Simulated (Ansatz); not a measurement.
HCl:

```
Cl H
1.0
     0.00000    2.67500    2.85500
     2.51500    0.00000    2.85500
     2.51500    2.67500    0.00000
Cl H
1 1
Direct
  0.50000 0.50000 0.50000
  0.00000 0.00000 0.00000
```

- Program: Ansatz 0.2.0
- Task: relaxation of cell and atoms
- Functional: r2SCAN
- Dispersion: D4
- Potentials or basis: Ansatz PAW
- Cutoff: 500 eV (not typed: the program's choice for these potentials)
- k mesh: 9 × 9 × 9
- Occupations: fermi-dirac, width 0.05 eV
- Spin: no spin polarisation

At the start: volume 19.21 Å³/atom.

Q: How do energy, volume and symmetry change on relaxing?

A: It ends after 20 steps and the volume is 18.51 Å³/atom (-3.6 %); space group I4/mmm (No. 139, to 0.05 Å).

Step by step:
| step | energy change (eV) | largest force (eV/Å) | volume (Å³) |
| --- | --- | --- | --- |
| 1 | 0.0000 | 0.0000 | 38.41 |
| 2 | -0.2889 | 0.0000 | 34.85 |
| 3 | -0.5626 | 0.0000 | 31.91 |
| 4 | -0.8302 | 0.0000 | 29.55 |
| 5 | -1.1101 | 0.0000 | 27.70 |
| 6 | -1.4224 | 0.0000 | 26.27 |
| 7 | -1.7628 | 0.0000 | 25.24 |
| 8 | -2.0947 | 0.0000 | 24.37 |
| 9 | -2.3138 | 0.0000 | 23.78 |
| 10 | -2.4516 | 0.0000 | 25.64 |
| 11 | -2.5505 | 0.0000 | 28.41 |
| 12 | -2.5996 | 0.0000 | 30.72 |
| 13 | -2.6232 | 0.0000 | 32.94 |
| 14 | -2.6319 | 0.0000 | 35.12 |
| 15 | -2.6324 | 0.0000 | 35.72 |
| 16 | -2.6324 | 0.0000 | 35.92 |
| 17 | -2.6386 | 0.0000 | 35.92 |
| 18 | -2.6392 | 0.0000 | 36.71 |
| 19 | -2.6392 | 0.0000 | 37.02 |
| 20 | -2.6394 | 0.0000 | 37.02 |

Final structure:
```
Cl H
1.0
     0.00000    3.48011    3.47807
     1.52944    0.00000    3.47807
     1.52944    3.48011    0.00000
Cl H
1 1
Cartesian
  1.5294 3.4801 3.4781
  0.0000 0.0000 0.0000
```

Caveat: the plane-wave basis is chosen anew once the cell has moved, so the energies of steps on either side of that aren't comparable; the PAW data sets come from PBE, with cores solved anew for the run's functional, which leaves a small shift of forces and pressure.
